A projected electron count tells how much of the charge in the filled bands belongs to one kind of atomic orbital on one atom. Here the bands of crystalline germanium were computed with a gradient-corrected density functional and expanded in orbitals centred on the atoms. The weight of each orbital was then summed over energy up to the Fermi energy, beginning 12 eV below it. The column "projection electrons" holds this sum, and "projection band centre" is the mean energy of the same weight, measured from the Fermi energy.

OpenMX 3.8.5 calculation (PBE-D3, OpenMX 2013 pseudopotentials, Ge7.0-s3p2d2 basis, no spin-orbit coupling) of a two-atom germanium cell with atoms displaced by about 0.05 Å. The k mesh is 9×9×9 for self-consistency and 12×12×12 for the density of states. Mulliken projections are summed from -12 eV to the Fermi energy, which is the zero for the band centres.

```
projection name  projection electrons (e)  projection band centre (eV)
          Ge1_s                     1.510                       -8.890
          Ge1_p                     2.190                       -3.470
          Ge1_d                     0.180                       -3.960
          Ge2_s                     1.510                       -8.890
          Ge2_p                     2.190                       -3.470
          Ge2_d                     0.180                       -3.960
```

**The s and p rows of Ge1**

The first two rows hold most of the story. The s orbital of Ge1 carries 1.51 electrons and its three p orbitals together carry 2.19. A free germanium atom has two s and two p electrons in its valence shell. The ideal picture of four equal sp³ bonds has one s and three p electrons. The crystal lies between the two, and the reason is a competition between the atom and its bonds.

The atom favours s. An s electron penetrates closer to the nucleus than a p electron of the same shell, feels more of the nuclear charge and is bound more deeply. The band centres carry this order into the solid, with s at -8.89 eV and p at -3.47 eV. If the atomic levels alone decided, both s electrons would stay where they are.

The bonds favour p. An sp³ hybrid is a mixture of one part s and three parts p that points towards a neighbour and overlaps strongly with the hybrid pointing back. Four such hybrids give four strong bonds, but each atom must then lift one electron from s to p. The crystal settles on a compromise in which it gives up some bond strength to keep more charge in the deep s orbital.

**A model for the compromise**

Two energies describe this competition. The first, V₂, couples the two hybrids that face each other along a bond, and it separates the filled bonding state from the empty antibonding state by 2V₂. The second, V₁, couples two hybrids on the same atom. It equals a quarter of the distance between the atomic p and s levels, because each hybrid is one quarter s. Were the two levels equal, V₁ would vanish, and in this model, which leaves out all weaker couplings, the sp³ picture would be exact.

With V₁ present, each filled bond mixes with the empty antibonding states of the bonds that share an atom with it. The coupling between such a pair is V₁/2, since each bond has half its weight on the shared atom. Divided by the separation 2V₂, this gives a mixing amplitude of V₁/(4V₂). Adding up the mixing among all four hybrids of one atom yields the number of s electrons to first order:

s electrons ≈ 1 + 1.5 V₁/V₂

The leading 1 is the sp³ value, and the second term is the s charge that the atom wins back.

For germanium the atomic levels lie roughly 8 eV apart, so V₁ is about 2 eV. Rough scaling rules for the coupling at the ideal bond length of this cell, 2.45 Å, put V₂ between about 4.1 and 5.6 eV. With the larger value the formula gives 1 + 1.5 × 2/5.6, or about 1.5 s electrons, and with the smaller one about 1.7. Nothing was fitted to the table, but the inputs are rough.

The computed 1.51 lies just below that range, whose lower end is 1.54 before further rounding. The agreement supports the direction and the size of the effect, not the second digit. The ratio V₁/V₂ is between a third and a half, which is large for a first-order formula. Pushed further, to weak bonds, the formula would even exceed the two electrons that an s orbital can hold. The computed count has a softness of its own, since the charge in the overlap of two orbitals must be divided by a convention and the result moves with the basis.

**Why the two centres are closer than the atomic levels**

The centres of s and p differ by 5.4 eV, clearly less than the splitting of the free atom. A band centre taken over filled states is not an orbital energy. The p orbitals of an atom have room for six electrons and hold little more than two, so only their bonding, low-lying part is counted. The s orbital is filled to about three quarters, and its mean is therefore pulled down less by leaving out the empty part. This argument from the filling accounts for the direction of the change; the table by itself gives only the distance between the centres, not its cause. The lower end of the energy window, discussed below, probably takes off a few tenths of an eV more.

**The d row of Ge1**

The third row breaks the pattern of the atom, which has no d electrons in its valence shell. Its 0.18 electrons are not the filled 3d shell, because that shell is part of the core in this calculation. They come from empty d functions that the basis offers so that the charge can change its shape. A small admixture of d lets a p orbital lean into the bond.

The energy of the row fits this reading. The d centre lies only 0.5 eV below that of p but 4.9 eV above that of s, which suggests that d weight lies mostly where p weight lies. Symmetry gives a reason, seen most simply for states with the same phase in every cell of the ideal crystal. There the lowest band is a pure bonding combination of s orbitals, whose full symmetry no d orbital shares. The highest filled bands are bonding combinations of p, and three of the five d orbitals have the same symmetry and can mix in. Elsewhere in the bands the rule is looser, which leaves room for some d weight lower down.

**Why the rows do not add up to four**

Each germanium atom brings four valence electrons, yet its three rows add up to 3.88. The way of dividing the charge used here hands every electron to some orbital, so a sum over all energies would return four. The likely cause is the lower end of the energy window. Germanium's valence bands are roughly 13 eV deep with this kind of functional, and the sum begins at -12 eV.

A simple count shows that the size is right. Near its bottom the lowest band resembles that of free electrons, whose number up to an energy E above the bottom grows as E to the power 3/2. A band bottom at -13 eV would put about 0.10 electrons per atom below the window, against the 0.12 that the sum lacks. Read the other way, the shortfall asks for a bottom near -13.1 eV. The explanation has not been tested by a run with a deeper window, and errors in the numerical integration over energy may contribute.

If the window is the cause, the loss falls almost wholly on one row, because the bottom of the valence band is made of s. The s count would then rise from 1.51 to about 1.63, and its centre would sink from -8.9 to about -9.2 eV. The p and d rows would hardly change. The corrected count falls in the middle of the model's range, and the conclusion stands: germanium keeps clearly more s charge than ideal sp³ bonds would allow.

**The rows of Ge2**

The second atom repeats the first in every digit. The atoms were displaced by about 0.05 Å from their ideal sites, which makes the four bonds unequal, with 2.406 Å the shortest. An inversion centre between the two atoms survives this displacement and makes them equivalent. The last three rows are therefore a consequence of symmetry and add no independent evidence.

**What carries over**

The ratio of the two energies is the part to take to another crystal of this structure. A larger distance between the atomic s and p levels, or a longer and weaker bond, keeps more charge in s. A shorter and stronger bond moves the atom towards one s and three p electrons. In the limit of separated atoms the s pair is whole again.

For germanium as a transistor channel, the order of the s and p centres hints at which orbitals carry the current of holes. Holes occupy the top of the valence bands, and that region is mainly p. The run itself can't describe the device's band gap, since it comes out metallic on its mesh, a known weakness of this functional for germanium. It also leaves out spin-orbit coupling, which splits the p-like top of the bands by roughly 0.3 eV and so matters for the holes themselves.

The printed results below give the sums, the bond model evaluated for the Ge1 s row, and the free-electron count at the band bottom.

Printed output of the fit:

```
electrons found per atom (e): 3.88
electrons missing per atom (e): 0.12
electrons missing per cell (e): 0.24
s share of the electrons found (percent): 38.92
p share of the electrons found (percent): 56.44
d share of the electrons found (percent): 4.639
ratio p to s electrons: 1.45
p centre above s centre (eV): 5.42
d centre below p centre (eV): 0.49
d centre above s centre (eV): 4.93
depth below the -12 eV floor needed for the missing electrons (eV): 1.109
band bottom so implied, from the Fermi energy (eV): -13.11
same depth if rounding makes the loss 0.015 e smaller (eV): 1.014
same depth if rounding makes the loss 0.015 e larger (eV): 1.199
electrons per atom below the floor for a bottom at -13 eV (e): 0.1028
s electrons if all missing ones are s (e): 1.63
s centre if all missing ones are s (eV): -9.152
ideal bond length of this cell (angstrom): 2.45
model s electrons, stronger bond coupling (e): 1.537
model s electrons, weaker bond coupling (e): 1.738
```
